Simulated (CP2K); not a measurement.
Crystal: Bi.

```
Bi
1.0
     3.23838    0.00000    0.00000
     0.00000    3.22164    0.00000
    -0.08045    0.00000    6.44389
Bi
2
Direct
  0.54425 0.00000 0.74958
  0.45575 0.00000 0.25042
```

This isn't the form of Bi at room conditions, which is rhombohedral.

```yaml
Program: CP2K 2026.2
Task: relaxation of cell and atoms
Functional: PBE
Potentials_or_basis: POTENTIAL_UZH Bi GTH-PBE-q5; TZVP-MOLOPT-PBE-GTH basis
Density_cutoff: 9184 eV
k_mesh: 6 × 6 × 3
Occupations: fermi-dirac, width 0.05 eV
Spin: no spin polarisation
```

At the start: pressure 3.2 GPa; volume 33.61 Å³/atom.

Q: How do energy, volume and symmetry change on relaxing?

A: Over 25 steps the energy falls by 24.5 meV/atom and the volume is 35.69 Å³/atom (+6.2 %); space group Pm-3m (No. 221, to 0.05 Å).

The path:
```tsv
step	energy change (eV)	largest force (eV/Å)	volume (Å³)
1	0.0000	0.0613	67.23
2	-0.0040	0.0604	67.43
3	-0.0346	0.0554	70.34
4	-0.0356	0.0554	70.85
5	-0.0358	0.0551	71.00
6	-0.0365	0.0540	71.29
7	-0.0380	0.0508	71.69
8	-0.0407	0.0448	72.14
9	-0.0442	0.0394	72.33
10	-0.0459	0.0391	72.02
11	-0.0463	0.0394	71.70
12	-0.0464	0.0386	71.54
13	-0.0465	0.0368	71.47
14	-0.0468	0.0303	71.32
15	-0.0472	0.0281	71.27
16	-0.0475	0.0324	71.37
17	-0.0477	0.0325	71.50
18	-0.0477	0.0305	71.58
19	-0.0479	0.0256	71.67
20	-0.0481	0.0164	71.75
21	-0.0485	0.0044	71.76
22	-0.0488	0.0096	71.61
23	-0.0489	0.0093	71.44
24	-0.0489	0.0062	71.38
25	-0.0489	0.0062	71.38
```

Final structure:
```
Bi
1.0
     3.29154    0.00000    0.00000
     0.00000    3.29353    0.00000
    -0.04702    0.00000    6.58482
Bi
2
Direct
  0.49929 0.00000 0.74982
  0.50071 0.00000 0.25018
```

Caveat: the basis of atomic orbitals isn't converged, which shifts pressures, moduli and gaps.
